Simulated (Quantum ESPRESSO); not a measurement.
Crystal: WC.

```
CELL_PARAMETERS angstrom
0.00000 2.30211 2.30211
2.30211 0.00000 2.30211
2.30211 2.30211 0.00000
ATOMIC_POSITIONS crystal
W 0.00000 0.00000 0.00000
C 0.75000 0.75000 0.75000
```

The cell was built by a generator and needn't be a form met in nature.

* Program: Quantum ESPRESSO 7.5
* Task: phonons
* Functional: PBE
* Potentials or basis: JTH 2.0 PBE
* Cutoff: 707 eV
* Density cutoff: 4245 eV
* k mesh: 8 × 8 × 8
* Occupations: cold, width 0.2 eV
* Spin: no spin polarisation
* Mixing beta: 0.5
* Most SCF iterations: 120
* SCF threshold: 4e-10 Ry

Task: Where do the zone-centre optical modes lie?

Result: T2 at 673 cm⁻¹ (IR and Raman).

Optical modes at Γ, degenerate ones joined:
| cm⁻¹ | components | symmetry | active in |
| --- | --- | --- | --- |
| 673 | 3 | T2 | IR and Raman |

Caveat: the mesh is thin for the phonons of a metal; the cell is more than 3 GPa from zero pressure, which shifts response properties; before the sum rule the acoustic modes lie tens of cm⁻¹ from zero, a sign that the density grid also shifts the optical modes.
